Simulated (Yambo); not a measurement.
# AlN (F-43m) in Yambo: convergence with bands in self energy

Aim: find how far bands in self energy must go before the results for AlN settle, at PBEsol. This setting moves, with any that are tied to it; all else stays.

Program: Yambo 5.3.0. These are calculated values, not measurements. Logs are shortened: lines on timing, memory, paths and dates and some standing lists are left out, and cuts for length are marked.

### Step 1. The structure

The structure is cubic, space group F-43m (No. 216). Conventional cell: a = 4.368 Å, b = 4.368 Å, c = 4.368 Å, α = 90.00°, β = 90.00°, γ = 90.00°. Al (site symmetry -43m) has 4 N at 1.89 Å as nearest neighbours. Around N (site symmetry -43m) lie 4 Al at 1.89 Å.

Measurements of this composition are mostly on another form, of space group No. 186.

### Step 2. With bands in self energy 24

g0w03.in

```
gw0
dyson
el_el_corr
rim_cut
HF_and_locXC
ppa
em1d
RandQpts= 1000000
RandGvec= 50 RL
EXXRLvcs= 84 Ry
VXCRLvcs= 84 Ry
Chimod= "HARTREE"
% BndsRnXp
 1 | 154 |
%
NGsBlkXp= 12 Ry
% LongDrXp
 1 | 1 | 1 |
%
PPAPntXp= 27.21138 eV
% GbndRnge
 1 | 24 |
%
GTermKind= "none"
DysSolver= "n"
ExtendOut
% QPkrange
 1 | 1 | 3 | 6 |
 13 | 13 | 3 | 6 |
%
```

scf.in

```
&CONTROL
  calculation = 'scf'
  prefix = 'pwscf'
  outdir = './tmp'
  pseudo_dir = './pseudo'
/
&SYSTEM
  ibrav = 0
  nat = 2
  ntyp = 2
  ecutwfc = 84
  nbnd = 9
  occupations = 'smearing'
  smearing = 'fd'
  degauss = 0.00367493
  force_symmorphic = .true.
/
&ELECTRONS
  conv_thr = 4d-10
  electron_maxstep = 120
  mixing_beta = 0.5
/
ATOMIC_SPECIES
Al    26.9815 Al.upf
N     14.0070 N.upf
CELL_PARAMETERS bohr
   0.0000000000    4.1271496856    4.1271496856
   4.1271496856    0.0000000000    4.1271496856
   4.1271496856    4.1271496856    0.0000000000
ATOMIC_POSITIONS bohr
Al     0.0000000000    0.0000000000    0.0000000000
N      2.0635748428    2.0635748428    2.0635748428
K_POINTS automatic
10 10 10 0 0 0
```

nscf.in

```
&CONTROL
  calculation = 'nscf'
  prefix = 'pwscf'
  outdir = './tmp'
  pseudo_dir = './pseudo'
/
&SYSTEM
  ibrav = 0
  nat = 2
  ntyp = 2
  ecutwfc = 84
  nbnd = 154
  occupations = 'fixed'
  force_symmorphic = .true.
/
&ELECTRONS
  conv_thr = 1d-08
  diago_full_acc = .true.
  diago_thr_init = 1d-06
/
ATOMIC_SPECIES
Al    26.9815 Al.upf
N     14.0070 N.upf
CELL_PARAMETERS bohr
   0.0000000000    4.1271496856    4.1271496856
   4.1271496856    0.0000000000    4.1271496856
   4.1271496856    4.1271496856    0.0000000000
ATOMIC_POSITIONS bohr
Al     0.0000000000    0.0000000000    0.0000000000
N      2.0635748428    2.0635748428    2.0635748428
K_POINTS automatic
6 6 6 0 0 0
```

Potentials or basis: PseudoDojo 0.4.1 SR PBEsol standard.

Started as:

```console
$ OMP_NUM_THREADS=1 pw.x -in scf.in > scf.out
$ OMP_NUM_THREADS=1 pw.x -in nscf.in > nscf.out
$ cd tmp/pwscf.save; p2y; mv SAVE ../..; cd ../..
$ OMP_NUM_THREADS=1 yambo
$ mkdir -p g0w03; ln -s $PWD/g0w00/ndb.pp* g0w03/
$ mkdir -p g0w03; ln -s $PWD/g0w00/ndb.RIM g0w03/
$ OMP_NUM_THREADS=1 yambo -F g0w03.in -J g0w03 -C g0w03_out
```

Yambo's report:

```text
[... sections 02.01 to 02.04 as in the set-up run ...]

  [02.05] Energies & Occupations
  ==============================

  [X] === General ===
  [X] Electronic Temperature                        :  0.000000  0.000000 [eV K]
  [X] Bosonic    Temperature                        :  0.000000  0.000000 [eV K]
  [X] Finite Temperature mode                       : no
  [X] El. density                                   :  0.38398E+24 [cm-3]
  [X] Fermi Level                                   :  6.862801 [eV]

  [X] === Gaps and Widths ===
  [X] Conduction Band Min                           :  3.188299 [eV]
  [X] Valence Band Max                              :  0.000000 [eV]
  [X] Filled Bands                                  :   4
  [X] Empty Bands                                   :    5  154
  [X] Direct Gap                                    :  4.118432 [eV]
  [X] Direct Gap localized at k                     :  1
  [X] Indirect Gap                                  :  3.188299 [eV]
  [X] Indirect Gap between kpts                     :   1  13
  [X] Last valence band width                       :  2.548487 [eV]
  [X] 1st conduction band width                     :  4.693057 [eV]

 [03] Transferred momenta grid and indexing
 ==========================================

 IBZ Q-points                                      :  16
 BZ  Q-points                                      :  216

 K/Q-points units:
 rlu = crystal or reduced units; cc = cartesian coordinates; iku = interal k-units

 Q [ 1]         [rlu]:  0.000000  0.000000  0.000000
 Q [ 2]         [rlu]:  0.33229E-17  0.33229E-17  0.16667
 Q [ 3]         [rlu]:  0.66457E-17  0.66457E-17  0.33333
 Q [ 4]         [rlu]:  0.16970E-16  0.16970E-16 -0.50000
 Q [ 5]         [rlu]: -0.54850E-17  0.16667      0.16667
 Q [ 6]         [rlu]: -0.20079E-16  0.16667      0.33333
 Q [ 7]         [rlu]: -0.40158E-16  0.16667      0.50000
 Q [ 8]         [rlu]:  0.16970E-16  0.16667     -0.33333
 Q [ 9]         [rlu]: -0.66457E-17  0.16667     -0.16667
 Q [10]         [rlu]: -0.10970E-16  0.33333      0.33333
 Q [11]         [rlu]: -0.48652E-16  0.33333      0.50000
 Q [12]         [rlu]: -0.13291E-16  0.33333     -0.33333
 Q [13]         [rlu]:  0.16455E-16 -0.50000     -0.50000
 Q [14]         [rlu]:  0.166667  0.333333  0.500000
 Q [15]         [rlu]:  0.166667  0.333333 -0.333333
 Q [16]         [rlu]:  0.166667 -0.500000 -0.333333

 [04] Coloumb potential Random Integration (RIM)
 ===============================================

 Summary of Coulomb integrals for non-metallic bands |Q|[au] RIM/Bare

 Q [1] 0.100000E-4 0.997530 * Q [2] 0.219740 1.068930
 Q [5] 0.253734 1.068679 * Q [9] 0.358834 1.029814
 Q [6] 0.420770 1.023420 * Q [3] 0.439480 1.020719
 Q [10] 0.507468 1.017590 * Q [8] 0.553000 1.014476
 Q [14] 0.567366 1.014367 * Q [7] 0.621518 1.012582
 Q [11] 0.659220 1.011829 * Q [4] 0.659220 1.011206
 Q [12] 0.717668 1.010226 * Q [15] 0.750555 1.009617
 Q [13] 0.761202 1.009452 * Q [16] 0.802377 1.008801

 [05] Dipoles
 ============

  [05.01] Setup: observables and procedures
  =========================================

  [WF-Oscillators/G space/Transverse up loader] Normalization (few states)  min/max  :  0.56903E-16   1.0000

  [WR./g0w03//ndb.dipoles]--------------------------------------------------------
   Brillouin Zone Q/K grids (IBZ/BZ)                :   16  216   16  216
   RL vectors                                       :  2421 [WF]
   Fragmentation                                    : yes
   Electronic Temperature                           :  0.000000 [K]
   Bosonic    Temperature                           :  0.000000 [K]
   DIP band range                                   :    1  154
   DIP band range limits                            :   4   5
   DIP e/h energy range                             : -1.000000 -1.000000 [eV]
   RL vectors in the sum                            :  2421
   [r,Vnl] included                                 : yes
[... 33 lines left out ...]
  Total number of QP states                        :   8
  Exchange RL vectors                              :  1893
  Exchange summation bands                         :   4
  RIM RL components                                :   51
  RIM random points                                :  1000000

 [xc] E_xc :  -3.412641 [Ha]
      E_xc :  -6.825282 [Ry]

  Local XC kind (lXC) : Perdew, Burke & Ernzerhof SOL(X)+Perdew, Burke & Ernzerhof SOL(C)
  Non-Local XC kind (nlXC) : Hartree-Fock

  Corrections @ K [1] :  [eV]
 <3|nlXC|3> = -20.93221 -0.14779E-16 <3|lXC|3> = -16.77591  0.15105E-14
 <4|nlXC|4> = -20.93220 -0.11002E-16 <4|lXC|4> = -16.77591  0.000000
 <5|nlXC|5> = -8.210540  0.38969E-18 <5|lXC|5> = -12.64295  0.000000
 <6|nlXC|6> = -4.147743  0.45388E-20 <6|lXC|6> = -10.04659  0.94408E-16

  Corrections @ K [13] :  [eV]
 <3|nlXC|3> = -20.08497  0.40846E-17 <3|lXC|3> = -15.30186  0.000000
 <4|nlXC|4> = -20.08496 -0.11957E-16 <4|lXC|4> = -15.30186 -0.23602E-16
 <5|nlXC|5> = -5.146525 -0.26490E-17 <5|lXC|5> = -9.424739  0.000000
 <6|nlXC|6> = -4.456494  0.39965E-18 <6|lXC|6> = -9.661993  0.000000

 [08] Dyson equation: Newton solver
 ==================================

  [08.01] G0W0 (W PPA)
  ====================

  [  GW  ] Bands range     :   1  24
  [GW/PPA] G damping       :  0.100000 [eV]

  QP @ state[ 1 ] K range:  1  1
  QP @ state[ 1 ] b range:   3   6
  QP @ state[ 2 ] K range:  13  13
  QP @ state[ 2 ] b range:   3   6
[... 51 lines left out ...]
   :: Time ordering fails/rest    :  0.499816
   :: Mean rel dev of PP cond     :  0.274482
   Current Q-pt index             :  14
   :: PP condition fails/total    :  0.279290
   :: Time ordering fails/rest    :  0.499741
   :: Mean rel dev of PP cond     :  0.279285
   Current Q-pt index             :  15
   :: PP condition fails/total    :  0.274069
   :: Time ordering fails/rest    :  0.499303
   :: Mean rel dev of PP cond     :  0.274061
   Current Q-pt index             :  16
   :: PP condition fails/total    :  0.276413
   :: Time ordering fails/rest    :  0.500700
   :: Mean rel dev of PP cond     :  0.276407

  [08.02] QP properties and I/O
  =============================

  Legend (energies in eV)
  - B  : Band       - Eo  : bare energy
  - E  : QP energy  - Z   : Renormalization factor
  - So : Sc(Eo)     - S   : Sc(E)
  - dSp: Sc derivative precision

  - lXC: Local XC (Perdew, Burke & Ernzerhof SOL(X)+Perdew, Burke & Ernzerhof SOL(C))
  -nlXC: non-Local XC (Hartree-Fock)

  QP [eV] @ K [1] (iku):  0.000000  0.000000  0.000000
   B=3 Eo= -0.00 E= -0.49 E-Eo= -0.49 Re(Z)=0.79 Im(Z)=-0.119757E-2 nlXC= -20.9322 lXC= -16.7759 So=  3.53878
   B=4 Eo=  0.00 E= -0.49 E-Eo= -0.49 Re(Z)=0.79 Im(Z)=-0.119757E-2 nlXC= -20.9322 lXC= -16.7759 So=  3.53887
   B=5 Eo=  4.12 E=  4.98 E-Eo=  0.86 Re(Z)=0.82 Im(Z)=-0.104258E-2 nlXC= -8.21054 lXC= -12.6429 So= -3.38101
   B=6 Eo= 12.47 E= 13.49 E-Eo=  1.02 Re(Z)=0.83 Im(Z)=-0.143472E-2 nlXC= -4.14774 lXC= -10.0466 So= -4.65856

  QP [eV] @ K [13] (iku): -0.500000  0.000000  0.000000
   B=3 Eo= -1.80 E= -2.62 E-Eo= -0.82 Re(Z)=0.79 Im(Z)=-0.138019E-2 nlXC= -20.0850 lXC= -15.3019 So=  3.73854
   B=4 Eo= -1.80 E= -2.62 E-Eo= -0.82 Re(Z)=0.79 Im(Z)=-0.137981E-2 nlXC= -20.0850 lXC= -15.3019 So=  3.73852
   B=5 Eo=  3.19 E=  3.85 E-Eo=  0.66 Re(Z)=0.84 Im(Z)=-0.990212E-3 nlXC= -5.14653 lXC= -9.42474 So= -3.48724
   B=6 Eo=  8.51 E=  9.49 E-Eo=  0.98 Re(Z)=0.84 Im(Z)=-0.887849E-3 nlXC= -4.45649 lXC= -9.66199 So= -4.03888

  [WR./g0w03//ndb.QP]-------------------------------------------------------------
   Lattice constants                                :  4.127150  4.127150  4.127150
   Coulomb cutoff potential                         : none
   Electronic Temperature                           :  0.000000 [K]
   Bosonic    Temperature                           :  0.000000 [K]
   Green`s function   energies                      : Perdew, Burke & Ernzerhof SOL(X)+Perdew, Burke & Ernzerhof SOL(C)
   wavefunctions                                    : Perdew, Burke & Ernzerhof SOL(X)+Perdew, Burke & Ernzerhof SOL(C)
   PPA    diel. fun.  energies                      : Perdew, Burke & Ernzerhof SOL(X)+Perdew, Burke & Ernzerhof SOL(C)
   wavefunctions                                    : Perdew, Burke & Ernzerhof SOL(X)+Perdew, Burke & Ernzerhof SOL(C)
   QP tot states                                    :   8
   GW solver                                        : Newton
   GW approximation                                 : PPA
   PPA imaginary Energy                             :  27.21138 ev
   RIM G`s                                          :   51
   RIM random pts                                   :  1000000
   dS/dw steps                                      :  2
   dS/dw step                                       :  0.100000 ev
   X G`s                                            :  137 used
   X G`s                                            :  137 disk
   X bands                                          :    1  154
   X poles                                          :  100.0000 o/o
   X e/h E range                                    : -1.000000 -1.000000 ev
   X Hxc Kernel                                     : HARTREE
   X BZ energy Double Grid                          : no
   X Optical Averaged directions                    : none
   Sc/G bands                                       :   1  24
   Sc/G damping                                     :  0.100000 ev
   Sc bands terminator                              : no
   Sx RL components                                 :  1893

   QP @ state[ 1 ] K range                          :  1  1
   QP @ state[ 1 ] b range                          :   3   6
   QP @ state[ 2 ] K range                          :  13  13
   QP @ state[ 2 ] b range                          :   3   6
   GF energies kind                                 : Perdew, Burke & Ernzerhof SOL(X)+Perdew, Burke & Ernzerhof SOL(C)
   GF WF`s kind                                     : Perdew, Burke & Ernzerhof SOL(X)+Perdew, Burke & Ernzerhof SOL(C)
   Xs energies kind                                 : Perdew, Burke & Ernzerhof SOL(X)+Perdew, Burke & Ernzerhof SOL(C)
   Xs WF`s kind                                     : Perdew, Burke & Ernzerhof SOL(X)+Perdew, Burke & Ernzerhof SOL(C)
```

What came out:

| Property | Result |
| --- | --- |
| Band gap on the k mesh, mean-field level | 3.19 eV, indirect (least direct gap 4.12 eV) |
| Quasiparticle gap | 4.34 eV |
| Least direct quasiparticle gap | 5.47 eV |
| Quasiparticle gap at Γ | 5.47 eV |
| Band gap of the same states before the correction | 3.19 eV |

### Step 3. With bands in self energy 44

g0w04.in

```
gw0
dyson
el_el_corr
rim_cut
HF_and_locXC
ppa
em1d
RandQpts= 1000000
RandGvec= 50 RL
EXXRLvcs= 84 Ry
VXCRLvcs= 84 Ry
Chimod= "HARTREE"
% BndsRnXp
 1 | 154 |
%
NGsBlkXp= 12 Ry
% LongDrXp
 1 | 1 | 1 |
%
PPAPntXp= 27.21138 eV
% GbndRnge
 1 | 44 |
%
GTermKind= "none"
DysSolver= "n"
ExtendOut
% QPkrange
 1 | 1 | 3 | 6 |
 13 | 13 | 3 | 6 |
%
```

scf.in is that of step 2.

nscf.in is that of step 2.

Potentials or basis: PseudoDojo 0.4.1 SR PBEsol standard.

Started as:

```console
$ OMP_NUM_THREADS=1 pw.x -in scf.in > scf.out
$ OMP_NUM_THREADS=1 pw.x -in nscf.in > nscf.out
$ cd tmp/pwscf.save; p2y; mv SAVE ../..; cd ../..
$ OMP_NUM_THREADS=1 yambo
$ mkdir -p g0w04; ln -s $PWD/g0w00/ndb.pp* g0w04/
$ mkdir -p g0w04; ln -s $PWD/g0w00/ndb.RIM g0w04/
$ OMP_NUM_THREADS=1 yambo -F g0w04.in -J g0w04 -C g0w04_out
```

Results (log left out):

* Band gap on the k mesh, mean-field level: 3.19 eV, indirect (least direct gap 4.12 eV)
* Quasiparticle gap: 4.50 eV
* Least direct quasiparticle gap: 5.57 eV
* Quasiparticle gap at Γ: 5.57 eV
* Band gap of the same states before the correction: 3.19 eV

### Step 4. With bands in self energy 84

g0w05.in

```
gw0
dyson
el_el_corr
rim_cut
HF_and_locXC
ppa
em1d
RandQpts= 1000000
RandGvec= 50 RL
EXXRLvcs= 84 Ry
VXCRLvcs= 84 Ry
Chimod= "HARTREE"
% BndsRnXp
 1 | 154 |
%
NGsBlkXp= 12 Ry
% LongDrXp
 1 | 1 | 1 |
%
PPAPntXp= 27.21138 eV
% GbndRnge
 1 | 84 |
%
GTermKind= "none"
DysSolver= "n"
ExtendOut
% QPkrange
 1 | 1 | 3 | 6 |
 13 | 13 | 3 | 6 |
%
```

scf.in is that of step 3.

nscf.in is that of step 3.

Started as:

```console
$ OMP_NUM_THREADS=1 pw.x -in scf.in > scf.out
$ OMP_NUM_THREADS=1 pw.x -in nscf.in > nscf.out
$ cd tmp/pwscf.save; p2y; mv SAVE ../..; cd ../..
$ OMP_NUM_THREADS=1 yambo
$ mkdir -p g0w05; ln -s $PWD/g0w00/ndb.pp* g0w05/
$ mkdir -p g0w05; ln -s $PWD/g0w00/ndb.RIM g0w05/
$ OMP_NUM_THREADS=1 yambo -F g0w05.in -J g0w05 -C g0w05_out
```

Results (log left out):

```yaml
Band_gap_on_the_k_mesh_mean-field_level: 3.19 eV, indirect (least direct gap 4.12 eV)
Quasiparticle_gap: 4.62 eV
Least_direct_quasiparticle_gap: 5.65 eV
Quasiparticle_gap_at_Γ: 5.65 eV
Band_gap_of_the_same_states_before_the_correction: 3.19 eV
```

### Step 5. With bands in self energy 154

g0w01.in

```
gw0
dyson
el_el_corr
rim_cut
HF_and_locXC
ppa
em1d
RandQpts= 1000000
RandGvec= 50 RL
EXXRLvcs= 84 Ry
VXCRLvcs= 84 Ry
Chimod= "HARTREE"
% BndsRnXp
 1 | 154 |
%
NGsBlkXp= 12 Ry
% LongDrXp
 1 | 1 | 1 |
%
PPAPntXp= 27.21138 eV
% GbndRnge
 1 | 154 |
%
GTermKind= "none"
DysSolver= "n"
ExtendOut
% QPkrange
 1 | 1 | 3 | 6 |
 13 | 13 | 3 | 6 |
%
```

scf.in is that of step 4.

nscf.in is that of step 4.

Started as:

```console
$ OMP_NUM_THREADS=1 pw.x -in scf.in > scf.out
$ OMP_NUM_THREADS=1 pw.x -in nscf.in > nscf.out
$ cd tmp/pwscf.save; p2y; mv SAVE ../..; cd ../..
$ OMP_NUM_THREADS=1 yambo
$ mkdir -p g0w01; ln -s $PWD/g0w00/ndb.pp* g0w01/
$ mkdir -p g0w01; ln -s $PWD/g0w00/ndb.RIM g0w01/
$ OMP_NUM_THREADS=1 yambo -F g0w01.in -J g0w01 -C g0w01_out
```

Results (log left out):

* Band gap on the k mesh, mean-field level: 3.19 eV, indirect (least direct gap 4.12 eV)
* Quasiparticle gap: 4.68 eV
* Least direct quasiparticle gap: 5.69 eV
* Quasiparticle gap at Γ: 5.69 eV
* Band gap of the same states before the correction: 3.19 eV

### Step 6. Result

| bands in self energy | quasiparticle gap at the points computed (eV) |
| --- | --- |
| 24 | 4.341 |
| 44 | 4.500 |
| 84 | 4.621 |
| 154 | 4.682 |

Not settled before the last step: the quasiparticle gap at the points computed (to 0.05 eV). The tightest run that finished is the yardstick and may itself not be fully converged.

Caveats: this version prints the column dSc/dw multiplied by 27.2.
